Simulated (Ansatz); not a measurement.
# PbSe (Clausthalite) (Fm-3m) in Ansatz: further runs

Runs on PbSe (Clausthalite). Level: revPBE+D3(BJ). Tasks: single point, equation of state.

All numbers are computed with Ansatz 0.2.0; they aren't measurements. Logs are shortened: lines on timing, memory, paths and dates and some standing lists are left out, and cuts for length are marked.

## Step 1: The crystal as given

It takes space group Fm-3m (No. 225, cubic). The conventional cell has a = 6.121 Å, b = 6.121 Å, c = 6.121 Å, α = 90.00°, β = 90.00°, γ = 90.00°. Pb (site symmetry m-3m) is surrounded by 6 Se at 3.06 Å. Se (site symmetry m-3m) is surrounded by 6 Pb at 3.06 Å.

## Step 2: Single point, revPBE+D3(BJ), 26.95 Å³/atom (volume scaled by 0.94)

The input, input.yaml:

```yaml
crystal:
  lattice:
    - [0.0, 2.9981702236, 2.9981702236]
    - [2.9981702236, 0.0, 2.9981702236]
    - [2.9981702236, 2.9981702236, 0.0]
  atoms:
    - { symbol: Pb, position: [0.0, 0.0, 0.0] }
    - { symbol: Se, position: [0.5, 0.5, 0.5] }
hamiltonian:
  xc: revpbe
  pseudopotentials: { kind: paw }
  dispersion: d3bj
kpoints:
  mp_grid: { grid: [8, 8, 8] }
scf:
  occupations: { method: fermi_dirac, width: 0.05 }
output:
  forces: true
  stress: true
  eigenvalues: true
```

Potentials or basis: Ansatz PAW.

Started as:

```console
$ ansatz run input.yaml --threads 2 --pin off --max-ram 5120MiB --backend cpu --events-out ev --progress --plain --runs-dir out
```

Log:

```text
Warning: RAYON_NUM_THREADS=2 ignored (pool sized by the plan → 2); use --threads N
Engine: ansatz 0.2.0, aarch64-unknown-linux-gnu
Pseudopotentials: kind: paw
Pseudopotential: Pb, paw, valence charge 14, recommended cutoff 420 eV (normal), Pb.paw.azcp
Pseudopotential: Se, paw, valence charge 16, recommended cutoff 420 eV (normal), Se.paw.azcp
Functional definition: revPBE
  parameter kappa = 1.245
  parameter beta = 0.06672455060314922
  exchange = pbe_x(kappa = kappa, mu = beta*pi^2/3)
  correlation = pbe_c(beta = beta)
Crystal: 2 atoms, lattice volume = 53.901 Å³
Basis set: ecut = 420 eV, 1067 PW (Γ), exchange–correlation on 60×60×60 points (8 copies of the dense FFT grid, shifted against one another)
Bands: 19, of which v1, the nominal top of the filled ones, is band 15 counted from 1 (14 counted from 0)
Symmetry: 48 space group operations
Space group: Fm-3m (ITA 225), of the structure as read, at distance tolerance 3.8e-5 Å
k-points: 29 of 512
Non-local potential: Pb, projectors of the file, l = 0: 2, l = 1: 2, l = 2: 2, l = 3: 2
Non-local potential: Se, projectors of the file, l = 0: 2, l = 1: 2, l = 2: 3, l = 3: 1
PAW form: soft (Blöchl's): semilocal exchange-correlation on the pseudo side does not see the compensation charge
PAW frozen core: Pb, regenerated for the run's functional, and the local potential with it (the file was generated under x = pbe(κ = 0.804, μ = 0.2195149727645171), c = pbe(β = 0.06672455060314922))
PAW frozen core: Se, regenerated for the run's functional, and the local potential with it (the file was generated under x = pbe(κ = 0.804, μ = 0.2195149727645171), c = pbe(β = 0.06672455060314922))
PAW one-centre angular grid: Pb, 590 points (default); XC on 64 Gauss nodes
PAW one-centre angular grid: Se, 590 points (default); XC on 64 Gauss nodes
Initial density: superposition of atomic densities (neutral atoms: chi_scale 0, normalization atom), corrected by the library's trained network
Initial wavefunctions: pseudopotential atomic-orbital guess
Functional: x = revpbe(κ = 1.245, μ = 0.2195149727645171), c = pbe(β = 0.06672455060314922)
SCF iter   1: F=—  HF=-17393.098973 eV  |F-HF|=—  |Δ(HF+E_count)|=         —  Δρ=1.82e-3  dr2=1.70e-3  ethr=1.77e-3  ⟨swp⟩=6.0  Hψ=2693  notcnv=0
preconditioner: auto → none  [insulator: Δε(μ)=0.121 eV  Ē_g=15.599 eV  σ=0.050 eV  W_gap=0.54  n_scr=14 (ndim 8)  ℏωp=22.6 eV  f_vac=0.015  D(μ)=0.11/eV (n_scr^D=0)  ε∞_Penn≈3.1]
SCF iter   2: F=—  HF=-17393.097708 eV  |F-HF|=—  |Δ(HF+E_count)|=   1.27e-3  Δρ=6.84e-4  dr2=1.43e-4  ethr=5.65e-6  ⟨swp⟩=2.0  Hψ=1236  notcnv=0
SCF iter   3: F=—  HF=-17393.097766 eV  |F-HF|=—  |Δ(HF+E_count)|=   5.84e-5  Δρ=3.23e-4  dr2=3.59e-5  ethr=4.75e-7  ⟨swp⟩=2.0  Hψ=867  notcnv=0
SCF iter   4: F=—  HF=-17393.097798 eV  |F-HF|=—  |Δ(HF+E_count)|=   3.19e-5  Δρ=7.26e-5  dr2=5.01e-6  ethr=1.20e-7  ⟨swp⟩=2.0  Hψ=697  notcnv=0
SCF iter   5: F=—  HF=-17393.097796 eV  |F-HF|=—  |Δ(HF+E_count)|=   1.85e-6  Δρ=1.54e-5  dr2=1.66e-7  ethr=1.67e-8  ⟨swp⟩=2.7  Hψ=916  notcnv=0
SCF iter   6: F=-17393.097796 eV  HF=-17393.097796 eV  |F-HF|=8.09e-9  |Δ(HF+E_count)|=   4.56e-8  Δρ=4.35e-6  dr2=7.05e-9  ethr=3.33e-10  ⟨swp⟩=5.0  Hψ=2512  notcnv=0
SCF 1 converged in 6 iterations: F = -17393.097796 eV  dr2 = 7.05e-9
SCF converged after 6 iterations
Free energy (F): -17393.097796 eV
Harris-Foulkes:  -17393.097796 eV  (|F-HF|=8.09e-9)
Internal energy: -17393.096938 eV  (E = F + TS)
E sigma→0 (E₀):  -17393.097367 eV
Entropy (-TS):   -0.000858 eV (-0.429 meV/atom)
Fermi energy:    10.291396 eV
--- Per-component energies (eV) ---
  E_band       = -398.105219
  E_kinetic    = 408.161071
  E_local      = -3426.760783  (includes V_loc(G=0)·N_el)
  E_nonlocal   = -247.304084
  E_hartree    = 1605.302458
  E_xc         = -327.089652
  E_vxc        = -232.485996  (∫ρ·V_xc dr)
  E_paw        = -12329.333981  (= ΣΔE_a)
  E_vpaw       = -110.318191  (= ΣTr[D̂ρ^β])
  E_aug_tail   = -0.000595  (compensation charges beyond the density's cutoff)
  E_ewald      = -3074.469137
  E_disp       = -1.460144  (pairwise vdW)
  E_core_change = -0.142092  (= ΣΔE_core)
  E_smearing   = -0.000858  (= −TS)
  E_closure    = 0.000000  (closes the sum)
  Σ components = -17393.097796   (vs F -17393.097796, Δ=0.00e0)
--- Forces (eV/Å), atoms counted from 1 ---
  atom   1  Pb    -0.00000000     0.00000000     0.00000000
  atom   2  Se     0.00000000    -0.00000000    -0.00000000
  max |Σ_I F_I| component: 1.13e-29 eV/Å
--- Stress (GPa, compression-positive) ---
        3.308422      -0.000000      -0.000000
       -0.000000       3.308422      -0.000000
       -0.000000       0.000000       3.308422
  P = ⅓ Tr σ = 3.3084 GPa (33.084 kbar)
--- Band table (eV; the first three rows and the last of 29) ---
  k-point 0: bands = ["-37.2980", "-37.2980", "-37.2952", "-37.2952", "-37.2952", "-6.8452", "-6.8452", "-6.8452", "-6.8420", "-6.8420", "-3.9725", "4.0039", "7.9772", "7.9772", "7.9772", "15.0436", "15.0436", "15.0436", "16.5608"]
  k-point 1: bands = ["-37.2980", "-37.2980", "-37.2952", "-37.2952", "-37.2952", "-6.8475", "-6.8475", "-6.8447", "-6.8385", "-6.8385", "-3.8408", "3.5029", "8.0232", "8.0232", "8.3455", "13.8913", "14.2762", "14.2762", "16.4217"]
  k-point 2: bands = ["-37.2980", "-37.2980", "-37.2952", "-37.2952", "-37.2952", "-6.8590", "-6.8590", "-6.8436", "-6.8240", "-6.8240", "-3.4760", "2.4544", "8.1569", "8.1569", "9.0274", "12.3390", "13.0522", "13.0522", "16.6533"]
  k-point 28: bands = ["-37.2980", "-37.2979", "-37.2952", "-37.2952", "-37.2951", "-6.9691", "-6.8440", "-6.8301", "-6.8301", "-6.7888", "-2.2548", "1.9243", "5.4569", "5.4569", "9.2419", "12.0347", "15.1591", "15.1591", "18.0654"]
```

Wall time 1 s (2 threads of Arm Neoverse V1, shared host); peak memory 0.33 GiB.

What came out:

```
Free energy            : -17393.0978 eV
Pressure               : 3.3 GPa
Band gap on the k mesh : 0.12 eV, direct
```

Caveat: spin-orbit coupling is left out, which as a rule narrows the gap of such compounds by several tenths of an eV; the PAW data sets come from PBE, with cores solved anew for the run's functional, which leaves a small shift of forces and pressure.

## Step 3: Single point, revPBE+D3(BJ), 27.52 Å³/atom (volume scaled by 0.96)

Changes to input.yaml since step 2:

```diff
@@ -2,5 +2,5 @@
   lattice:
-    - [0.0, 2.9981702236, 2.9981702236]
-    - [2.9981702236, 0.0, 2.9981702236]
-    - [2.9981702236, 2.9981702236, 0.0]
+    - [0.0, 3.0192847941, 3.0192847941]
+    - [3.0192847941, 0.0, 3.0192847941]
+    - [3.0192847941, 3.0192847941, 0.0]
   atoms:
@@ -20 +20,5 @@
   eigenvalues: true
+  write_density: true
+  write_potential: true
+  elf: true
+  volumetric_format: npy
```

Potentials or basis: Ansatz PAW.

Started as:

```console
$ ansatz run input.yaml --threads 2 --pin off --max-ram 5120MiB --backend cpu --events-out ev --progress --plain --runs-dir out
```

It took 1.3 s on 2 threads of Arm Neoverse V1, shared host; peak memory 0.34 GiB.

Results (log left out):

| Property | Result |
| --- | --- |
| Free energy | -17393.1167 eV |
| Pressure | 2.0 GPa |
| Band gap on the k mesh | 0.20 eV, direct |

Caveat: spin-orbit coupling is left out, which as a rule narrows the gap of such compounds by several tenths of an eV; the PAW data sets come from PBE, with cores solved anew for the run's functional, which leaves a small shift of forces and pressure.

## Step 4: Single point, revPBE+D3(BJ), 28.10 Å³/atom (volume scaled by 0.98)

The input, input.yaml:

```yaml
crystal:
  lattice:
    - [0.0, 3.0401081059, 3.0401081059]
    - [3.0401081059, 0.0, 3.0401081059]
    - [3.0401081059, 3.0401081059, 0.0]
  atoms:
    - { symbol: Pb, position: [0.0, 0.0, 0.0] }
    - { symbol: Se, position: [0.5, 0.5, 0.5] }
hamiltonian:
  xc: revpbe
  pseudopotentials: { kind: paw }
  dispersion: d3bj
kpoints:
  mp_grid: { grid: [8, 8, 8] }
scf:
  occupations: { method: fermi_dirac, width: 0.05 }
output:
  forces: true
  stress: true
  eigenvalues: true
```

Started as:

```console
$ ansatz run input.yaml --threads 2 --pin off --max-ram 5120MiB --backend cpu --events-out ev --progress --plain --runs-dir out
```

Run time: 1 s. Hardware: 2 threads of Arm Neoverse V1, shared host; peak memory 0.33 GiB.

It converged, with:

* Free energy: -17393.1267 eV
* Pressure: 0.8 GPa
* Band gap on the k mesh: 0.28 eV, direct

Caveat: spin-orbit coupling is left out, which as a rule narrows the gap of such compounds by several tenths of an eV; the PAW data sets come from PBE, with cores solved anew for the run's functional, which leaves a small shift of forces and pressure.

## Step 5: Single point, revPBE+D3(BJ), 28.67 Å³/atom

Changes to input.yaml since step 4:

```diff
@@ -2,5 +2,5 @@
   lattice:
-    - [0.0, 3.0401081059, 3.0401081059]
-    - [3.0401081059, 0.0, 3.0401081059]
-    - [3.0401081059, 3.0401081059, 0.0]
+    - [0.0, 3.06065, 3.06065]
+    - [3.06065, 0.0, 3.06065]
+    - [3.06065, 3.06065, 0.0]
   atoms:
@@ -20 +20,5 @@
   eigenvalues: true
+  write_density: true
+  write_potential: true
+  elf: true
+  volumetric_format: npy
```

Started as:

```console
$ ansatz run input.yaml --threads 2 --pin off --max-ram 5120MiB --backend cpu --events-out ev --progress --plain --runs-dir out
```

It took 1.4 s on 2 threads of Arm Neoverse V1, shared host; peak memory 0.34 GiB.

It converged, with:

- Free energy: -17393.1287 eV
- Pressure: -0.2 GPa
- Band gap on the k mesh: 0.35 eV, direct

Caveat: spin-orbit coupling is left out, which as a rule narrows the gap of such compounds by several tenths of an eV; the PAW data sets come from PBE, with cores solved anew for the run's functional, which leaves a small shift of forces and pressure.

## Step 6: Single point, revPBE+D3(BJ), 29.24 Å³/atom (volume scaled by 1.02)

Changes to input.yaml since step 5:

```diff
@@ -2,5 +2,5 @@
   lattice:
-    - [0.0, 3.06065, 3.06065]
-    - [3.06065, 0.0, 3.06065]
-    - [3.06065, 3.06065, 0.0]
+    - [0.0, 3.080919796, 3.080919796]
+    - [3.080919796, 0.0, 3.080919796]
+    - [3.080919796, 3.080919796, 0.0]
   atoms:
@@ -20,5 +20 @@
   eigenvalues: true
-  write_density: true
-  write_potential: true
-  elf: true
-  volumetric_format: npy
```

Potentials or basis: Ansatz PAW.

Started as:

```console
$ ansatz run input.yaml --threads 2 --pin off --max-ram 5120MiB --backend cpu --events-out ev --progress --plain --runs-dir out
```

Wall time 1.1 s (2 threads of Arm Neoverse V1, shared host); peak memory 0.34 GiB.

Results (log left out):

| Item | Value |
| --- | --- |
| Free energy | -17393.1235 eV |
| Pressure | -1.2 GPa |
| Band gap on the k mesh | 0.41 eV, direct |

Caveat: spin-orbit coupling is left out, which as a rule narrows the gap of such compounds by several tenths of an eV; the PAW data sets come from PBE, with cores solved anew for the run's functional, which leaves a small shift of forces and pressure.

## Step 7: Single point, revPBE+D3(BJ), 29.82 Å³/atom (volume scaled by 1.04)

Changes to input.yaml since step 6:

```diff
@@ -2,5 +2,5 @@
   lattice:
-    - [0.0, 3.080919796, 3.080919796]
-    - [3.080919796, 0.0, 3.080919796]
-    - [3.080919796, 3.080919796, 0.0]
+    - [0.0, 3.1009263293, 3.1009263293]
+    - [3.1009263293, 0.0, 3.1009263293]
+    - [3.1009263293, 3.1009263293, 0.0]
   atoms:
```

Started as:

```console
$ ansatz run input.yaml --threads 2 --pin off --max-ram 5120MiB --backend cpu --events-out ev --progress --plain --runs-dir out
```

Wall time 1.1 s (2 threads of Arm Neoverse V1, shared host); peak memory 0.34 GiB.

Results (log left out):

* Free energy: -17393.1119 eV
* Pressure: -2.0 GPa
* Band gap on the k mesh: 0.47 eV, direct

Caveat: spin-orbit coupling is left out, which as a rule narrows the gap of such compounds by several tenths of an eV; the PAW data sets come from PBE, with cores solved anew for the run's functional, which leaves a small shift of forces and pressure.

## Step 8: Single point, revPBE+D3(BJ), 30.39 Å³/atom (volume scaled by 1.06)

Changes to input.yaml since step 7:

```diff
@@ -2,5 +2,5 @@
   lattice:
-    - [0.0, 3.1009263293, 3.1009263293]
-    - [3.1009263293, 0.0, 3.1009263293]
-    - [3.1009263293, 3.1009263293, 0.0]
+    - [0.0, 3.1206779849, 3.1206779849]
+    - [3.1206779849, 0.0, 3.1206779849]
+    - [3.1206779849, 3.1206779849, 0.0]
   atoms:
@@ -20 +20,5 @@
   eigenvalues: true
+  write_density: true
+  write_potential: true
+  elf: true
+  volumetric_format: npy
```

Started as:

```console
$ ansatz run input.yaml --threads 2 --pin off --max-ram 5120MiB --backend cpu --events-out ev --progress --plain --runs-dir out
```

Wall time 1.6 s (2 threads of Arm Neoverse V1, shared host); peak memory 0.34 GiB.

It converged, with:

| Quantity | Value |
| --- | --- |
| Free energy | -17393.0950 eV |
| Pressure | -2.7 GPa |
| Band gap on the k mesh | 0.53 eV, direct |

Caveat: spin-orbit coupling is left out, which as a rule narrows the gap of such compounds by several tenths of an eV; the PAW data sets come from PBE, with cores solved anew for the run's functional, which leaves a small shift of forces and pressure.

## Step 9: Equation of state, revPBE+D3(BJ)

Potentials or basis: Ansatz PAW.

This step only gathers the single runs of the series.

What came out:

* Equilibrium volume: 28.53 Å³/atom
* Bulk modulus: 51 GPa
* Pressure derivative of the bulk modulus: 5.0 (rough: it moves with the points fitted)

Energy against volume, from the lowest point:
| volume (Å³/atom) | energy (meV/atom) |
| --- | --- |
| 26.951 | 15.47 |
| 27.524 | 6.01 |
| 28.097 | 1.00 |
| 28.671 | 0.00 |
| 29.244 | 2.61 |
| 29.818 | 8.39 |
| 30.391 | 16.86 |

Caveat: the potentials were made for another functional, which shifts forces and pressure. The run has no spin-orbit coupling, so splittings on Pb are missing.

## Step 10: Comparison with measurements

Step 9. The cell as given is a measured one (28.67 Å³/atom); revPBE+D3(BJ) puts the equilibrium volume -0.5 % from it, thermal expansion not counted.
